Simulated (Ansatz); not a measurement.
ZnCu2SnS4:

```
Sn Zn Cu S
1.0
    -2.71710    2.71710    5.42480
     2.71710   -2.71710    5.42480
     2.71710    2.71710   -5.42480
Sn Zn Cu S
1 1 2 4
Direct
  0.50000 0.50000 0.00000
  0.25000 0.75000 0.50000
  0.75000 0.25000 0.50000
  0.00000 0.00000 0.00000
  0.62799 0.62839 0.51280
  0.88481 0.37201 0.00040
  0.11559 0.11519 0.48720
  0.37161 0.88441 0.99960
```

Program: Ansatz 0.2.0. Alike in all runs: task band structure; potentials or basis Ansatz PAW; no spin polarisation; cell as given; k mesh 7 × 7 × 7; smearing fermi-dirac 0.05 eV.

**Question.** Order these runs on this cell by their pressure, lowest first.
A. level PBE; cutoff (eV) 420
B. level revPBE; cutoff (eV) 420
C. level BLYP; cutoff (eV) 420
D. level r2SCAN; cutoff (eV) 500
E. level LDA; cutoff (eV) 420

**Answer.** E (-4.1 GPa), D (-0.2 GPa), A (2.1 GPa), B (3.9 GPa), C (6.5 GPa).

Caveats: the PAW data sets come from PBE, with cores solved anew for the run's functional, which leaves a small shift of forces and pressure (some runs).
